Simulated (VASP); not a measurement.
# BiTe (Fm-3m) in VASP: further runs, part 2 of 2

VASP 6.6.1. The steps go on from the part before.

## 3. Single point, rSCAN+D4

File INCAR:

```
PREC     = Accurate       # precision mode
ENCUT    = 520            # plane-wave cutoff, eV
EDIFF    = 1E-7           # SCF threshold, eV
ISMEAR   = 0              # smearing method
SIGMA    = 0.05           # smearing width, eV
LREAL    = False          # projectors in reciprocal space
LASPH    = True           # aspherical terms in the spheres
NELM     = 60             # most SCF steps
ALGO     = Normal         # electronic algorithm
ISIF     = 2              # what is computed and relaxed
LWAVE    = False          # write WAVECAR
LCHARG   = False          # write CHGCAR
METAGGA  = RSCAN          # meta-GGA
LMIXTAU  = True         
IVDW     = 13             # dispersion correction
VDW_S6   = 1.0          
VDW_S8   = 0.87728975   
VDW_A1   = 0.49116966   
VDW_A2   = 5.75859346
```

File KPOINTS:

```
Automatic mesh
0
Gamma
  5 5 5
```

File POSCAR:

```
BiTe
1.0
    0.0000000000      3.2350000000      3.2350000000
    3.2350000000      0.0000000000      3.2350000000
    3.2350000000      3.2350000000      0.0000000000
Bi Te
1 1
Direct
    0.0000000000      0.0000000000      0.0000000000
    0.5000000000      0.5000000000      0.5000000000
```

Potentials or basis: VASP PAW PBE potentials, release 54 (Bi_d, Te).

On the command line:

```
cat potpaw_PBE.54/Bi_d/POTCAR potpaw_PBE.54/Te/POTCAR > POTCAR
mpirun -np 1 vasp_std > vasp.out
```

OUTCAR:

```text
PREC = Accurate
   ENCUT = 520
   EDIFF = 1E-7
   ISMEAR = 0
   LREAL = False
   LASPH = True
   NELM = 60
   ISIF = 2
   METAGGA = RSCAN
   IVDW = 13

 ion  position               nearest neighbor table
   1  0.000  0.000  0.000-   2 3.23   2 3.23   2 3.23   2 3.23   2 3.23   2 3.23
   2  0.500  0.500  0.500-   1 3.23   1 3.23   1 3.23   1 3.23   1 3.23   1 3.23

  LATTYP: Found a face centered cubic cell.
 ALAT       =     6.4700000000

  Lattice vectors:

 A1 = (   0.0000000000,   3.2350000000,   3.2350000000)
 A2 = (   3.2350000000,   0.0000000000,   3.2350000000)
 A3 = (   3.2350000000,   3.2350000000,   0.0000000000)

Analysis of symmetry for initial positions (statically):
=====================================================================
 Subroutine PRICEL returns:
 Original cell was already a primitive cell.

 Routine SETGRP: Setting up the symmetry group for a
 face centered cubic supercell.

 Subroutine GETGRP returns: Found 48 space group operations
 (whereof 48 operations were pure point group operations)
 out of a pool of 48 trial point group operations.

The static configuration has the point symmetry O_h .

Analysis of symmetry for dynamics (positions and initial velocities):
=====================================================================
 Subroutine PRICEL returns:
 Original cell was already a primitive cell.

 Routine SETGRP: Setting up the symmetry group for a
 face centered cubic supercell.

 Subroutine GETGRP returns: Found 48 space group operations
 (whereof 48 operations were pure point group operations)
 out of a pool of 48 trial point group operations.

The dynamic configuration has the point symmetry O_h .

 Subroutine INISYM returns: Found 48 space group operations
 (whereof 48 operations are pure point group operations),
 and found     1 'primitive' translations

----------------------------------------------------------------------------------------

                                     Primitive cell

  volume of cell :      67.7100

  direct lattice vectors                    reciprocal lattice vectors
[... 105 lines left out ...]
  energy-cutoff  :      520.00
  volume of cell :       67.71
 maximum number of plane-waves:      1849
 NGX is ok and might be reduce to    36
   NGX = 17   NGY = 17   NGZ = 17

 number of electron      21.0000001 magnetization

 Free energy of the ion-electron system (eV)
  ---------------------------------------------------
  ext. energy  EPLUGINS =         0.00000000
  ---------------------------------------------------
  free energy    TOTEN  =      -148.79961265 eV

  energy without entropy =     -148.79455889  energy(sigma->0) =     -148.79708577

 E-fermi :   6.6859     XC(G=0): -10.0288

 val. band max:        6.5631230510   @ k =   0.2000   0.2000   0.0000
 cond. band min:       6.6991429673   @ k =  -0.4000   0.4000   0.2000
 fundamental gap:      0.1360199163
 Fermi energy:         6.6859228049

 k-point     1 :       0.0000    0.0000    0.0000
  band No.  band energies     occupation
      1     -17.4367      2.00000
      2     -17.4367      2.00000
      3     -17.4301      2.00000
      4     -17.4301      2.00000
      5     -17.4301      2.00000
      6      -7.5726      2.00000
      7      -1.7399      2.00000
      8       3.7784      2.00000
      9       3.7784      2.00000
     10       3.7784      2.00000
     11       8.8096      0.00000
     12       8.8096      0.00000
     13       8.8096      0.00000
     14      11.5654      0.00000
[... 139 lines left out ...]
      1     -17.4472      2.00000
      2     -17.4368      2.00000
      3     -17.4286      2.00000
      4     -17.4241      2.00000
      5     -17.4202      2.00000
      6      -5.5057      2.00000
      7      -4.4690      2.00000
      8       1.6734      2.00000
      9       1.6923      2.00000
     10       4.4262      2.00000
     11       6.6991      0.70846
     12       9.9200      0.00000
     13      10.2758      0.00000
     14      11.3051      0.00000

------------------------ aborting loop because EDIFF is reached ----------------------------------------

  DFT-D4 for vdW energy calculation

  Edisp (eV):   -0.41248

  FORCE on cell =-STRESS in cart. coord.  units (eV):
  Direction    XX          YY          ZZ          XY          YZ          ZX
  --------------------------------------------------------------------------------------
  -------------------------------------------------------------------------------------
  Total      -0.26830    -0.26830    -0.26830    -0.00000    -0.00000     0.00000
  in kB      -6.34865    -6.34865    -6.34865    -0.00000    -0.00000     0.00000
  external pressure =       -6.35 kB  Pullay stress =        0.00 kB

 VOLUME and BASIS-vectors are now :
 -----------------------------------------------------------------------------
  energy-cutoff  :      520.00
  volume of cell :       67.71
      direct lattice vectors                 reciprocal lattice vectors
     0.000000000  3.235000000  3.235000000    -0.154559505  0.154559505  0.154559505
     3.235000000  0.000000000  3.235000000     0.154559505 -0.154559505  0.154559505
     3.235000000  3.235000000  0.000000000     0.154559505  0.154559505 -0.154559505

 POSITION                                       TOTAL-FORCE (eV/Angst)
 -----------------------------------------------------------------------------------
      0.00000      0.00000      0.00000        -0.000000      0.000000     -0.000000
      3.23500      3.23500      3.23500         0.000000     -0.000000      0.000000
 -----------------------------------------------------------------------------------
    total drift:                               -0.000000      0.000000      0.000000

  FREE ENERGIE OF THE ION-ELECTRON SYSTEM (eV)
  ---------------------------------------------------
  free  energy   TOTEN  =      -149.2120904145 eV

  energy  without entropy=     -149.2070366543  energy(sigma->0) =     -149.20956353
```

stdout:

```text
POSCAR found type information on POSCAR BiTe
 POSCAR found :  2 types and       2 ions
 scaLAPACK will be used
 -----------------------------------------------------------------------------
|                                                                             |
|                                                                             |
|     You enforced a specific xc type in the INCAR file but a different       |
|     I HOPE YOU KNOW WHAT YOU ARE DOING!                                     |
|                                                                             |
 -----------------------------------------------------------------------------

 LDA part: xc-table for (None), standard interpolation
 POSCAR, INCAR and KPOINTS ok, starting setup
 FFT: planning ... GRIDC
 FFT: planning ... GRID_SOFT
 FFT: planning ... GRID
 WAVECAR not read
 entering main loop
```

Wall time 57 s (1 thread of Intel Xeon Platinum 8488C (Sapphire Rapids), shared host); peak memory 0.22 GiB.

The run converged, but some of its settings lie outside the range that counts as converged (typed here: k = 5 × 5 × 5), so its numbers aren't taken as properties of the crystal.

What came out:

* Free energy: -149.2121 eV
* Pressure: -0.6 GPa
* Band gap on the k mesh: none (metal or under the smearing width)
* Dispersion energy per atom: -0.206 eV

Caveat: the PAW data sets were made with another functional, which shifts forces and pressure a little; spin-orbit coupling is left out, which moves the levels of the heavy elements; pairwise dispersion overbinds metals, which lowers pressure and volume.

## 4. Electron localisation function, revTPSS+D3(BJ) (volume scaled by 0.96)

File INCAR:

```
PREC     = Accurate       # precision mode
ENCUT    = 520            # plane-wave cutoff, eV
EDIFF    = 1E-6           # SCF threshold, eV
ISMEAR   = -1             # smearing method
SIGMA    = 0.05           # smearing width, eV
LREAL    = F              # projectors in reciprocal space
LASPH    = T              # aspherical terms in the spheres
NELM     = 80             # most SCF steps
ALGO     = Normal         # electronic algorithm
ISIF     = 2              # what is computed and relaxed
LWAVE    = F              # write WAVECAR
LCHARG   = T              # write CHGCAR
METAGGA  = RTPSS          # meta-GGA
LMIXTAU  = T            
IVDW     = 12             # dispersion correction
VDW_S6   = 1.0          
VDW_S8   = 1.4023       
VDW_A1   = 0.4426       
VDW_A2   = 4.4723       
LELF     = T              # ELF
```

File KPOINTS:

```
Automatic mesh
0
Gamma
  7 7 7
```

File POSCAR:

```
BiTe
1.0
    0.0000000000      3.1912784242      3.1912784242
    3.1912784242      0.0000000000      3.1912784242
    3.1912784242      3.1912784242      0.0000000000
Bi Te
1 1
Direct
    0.0000000000      0.0000000000      0.0000000000
    0.5000000000      0.5000000000      0.5000000000
```

Potentials or basis: VASP PAW PBE potentials, release 64 (Bi_d, Te).

On the command line:

```
cat potpaw_PBE.64/Bi_d/POTCAR potpaw_PBE.64/Te/POTCAR > POTCAR
mpirun -np 1 vasp_std > vasp.out
```

It took 1.7 min on 1 thread of Intel Xeon Platinum 8488C (Sapphire Rapids), shared host; peak memory 0.23 GiB.

Results (log left out):

```
Free energy                : 55.5260 eV
Pressure                   : -1.6 GPa
Band gap on the k mesh     : none (metal or under the smearing width)
Dispersion energy per atom : -0.596 eV
```

Levels at points of the mesh, in eV from the Fermi level:
```
           k point  band 6  band 7  band 8  band 9  band 10  band 11  band 12  band 13  band 14
(0.00, 0.00, 0.00)  -14.01   -8.02   -2.73   -2.73    -2.73     2.20     2.20     2.20     4.49
```

Caveat: the PAW data sets were made with another functional, which shifts forces and pressure a little; spin-orbit coupling is left out, which moves the levels of the heavy elements; pairwise dispersion overbinds metals, which lowers pressure and volume.

## 5. Single point, LDA

File INCAR:

```
SYSTEM = BiTe
  ALGO = Fast
  EDIFF = 1E-7
  ENCUT = 520
  GGA = CA
  ISIF = 2
  ISMEAR = 0
  LASPH = .True.
  LCHARG = .False.
  LREAL = .False.
  LWAVE = .False.
  NBANDS = 18
  NELM = 100
  PREC = Accurate
  SIGMA = 0.02
```

File KPOINTS:

```
k-points
0
Gamma
  7 7 7
  0 0 0
```

File POSCAR:

```
BiTe
1.0
    0.0000000000      3.2350000000      3.2350000000
    3.2350000000      0.0000000000      3.2350000000
    3.2350000000      3.2350000000      0.0000000000
Bi Te
1 1
Direct
    0.0000000000      0.0000000000      0.0000000000
    0.5000000000      0.5000000000      0.5000000000
```

Potentials or basis: VASP PAW LDA potentials, release 64 (Bi_d, Te).

On the command line:

```
cat potpaw_LDA.64/Bi_d/POTCAR potpaw_LDA.64/Te/POTCAR > POTCAR
mpirun -np 1 vasp_std > vasp.out
```

OUTCAR:

```text
SYSTEM = BiTe
   EDIFF = 1E-7
   ENCUT = 520
   GGA = CA
   ISIF = 2
   ISMEAR = 0
   LASPH = .True.
   LREAL = .False.
   NELM = 100
   PREC = Accurate

 ion  position               nearest neighbor table
   1  0.000  0.000  0.000-   2 3.23   2 3.23   2 3.23   2 3.23   2 3.23   2 3.23
   2  0.500  0.500  0.500-   1 3.23   1 3.23   1 3.23   1 3.23   1 3.23   1 3.23

  LATTYP: Found a face centered cubic cell.
 ALAT       =     6.4700000000

  Lattice vectors:

[... 604 lines left out ...]

  FORCE on cell =-STRESS in cart. coord.  units (eV):
  Direction    XX          YY          ZZ          XY          YZ          ZX
  --------------------------------------------------------------------------------------
  -------------------------------------------------------------------------------------
  Total       -1.0385014     -1.0385014     -1.0385014      0.0000000     -0.0000000     -0.0000000
  in kB      -24.5733754    -24.5733754    -24.5733754      0.0000000     -0.0000000     -0.0000000
  external PRESSURE =     -24.5733754 kB  Pullay stress =       0.0000000 kB

 VOLUME and BASIS-vectors are now :
 -----------------------------------------------------------------------------
  energy-cutoff  :      520.00
  volume of cell :       67.71
      direct lattice vectors                 reciprocal lattice vectors
     0.000000000  3.235000000  3.235000000    -0.154559505  0.154559505  0.154559505
     3.235000000  0.000000000  3.235000000     0.154559505 -0.154559505  0.154559505
     3.235000000  3.235000000  0.000000000     0.154559505  0.154559505 -0.154559505

 POSITION                                       TOTAL-FORCE (eV/Angst)
 -----------------------------------------------------------------------------------
      0.00000      0.00000      0.00000         0.000000     -0.000000     -0.000000
      3.23500      3.23500      3.23500        -0.000000      0.000000      0.000000
 -----------------------------------------------------------------------------------
    total drift:                               -0.000000      0.000000      0.000000

  FREE ENERGIE OF THE ION-ELECTRON SYSTEM (eV)
  ---------------------------------------------------
  free  energy   TOTEN  =        -8.4589990575 eV

  energy  without entropy=       -8.4579563267  energy(sigma->0) =       -8.45847769
```

Wall time 30 s (1 thread of Intel Xeon Platinum 8488C (Sapphire Rapids), shared host); peak memory 0.17 GiB.

Results:

- Free energy: -8.4590 eV
- Pressure: -2.5 GPa
- Band gap on the k mesh: none (metal or under the smearing width)

Caveat: spin-orbit coupling is left out, which moves the levels of the heavy elements.

## 6. The reference run

An earlier run on the cell as given: functional PBEsol; potentials or basis VASP PAW PBE potentials, release 64 (Bi_d, Te); cutoff 520 eV; k mesh 7 × 7 × 7; occupations fermi-dirac, width 0.05 eV; no spin polarisation.

- Pressure: -1.6 GPa
- Band gap on the k mesh: none (metal or under the smearing width)

## 7. Overview

```tsv
task	level	potentials or basis	cell	k mesh	smearing	grid for exact exchange (PRECFOCK)	exchange at q = 0	ladder	mesh quality	gap on the mesh (eV)	pressure (GPa)
single point	PBE0+TS	VASP PAW PBE potentials, release 64 (Bi_d, Te)	cell strained at random at fixed volume	4 × 4 × 4	gaussian 0.05 eV	Fast	truncated	-	coarse	none	-2.6
electron localisation function	revTPSS+D3(BJ)	VASP PAW PBE potentials, release 64 (Bi_d, Te)	volume scaled by 0.96	7 × 7 × 7	fermi-dirac 0.05 eV	-	-	-	not flagged	none	-1.6
single point	LDA	VASP PAW LDA potentials, release 64 (Bi_d, Te)	as given	7 × 7 × 7	gaussian 0.02 eV	-	-	-	not flagged	none	-2.5
single point	PBEsol	VASP PAW PBE potentials, release 64 (Bi_d, Te)	as given	7 × 7 × 7	fermi-dirac 0.05 eV	-	-	free	not flagged	none	-1.6
```

Alike in all rows: no spin polarisation; cutoff (eV) 520.

Caveats: some runs use coarse meshes; spin-orbit coupling is left out, which moves the levels of the heavy elements; the PAW data sets were made with another functional, which shifts forces and pressure a little (some runs); pairwise dispersion overbinds metals, which lowers pressure and volume (some runs); atom-pairwise D2, TS and ULG terms overbind metals (some runs).

Absolute energies hang on the potentials; compare differences alone.
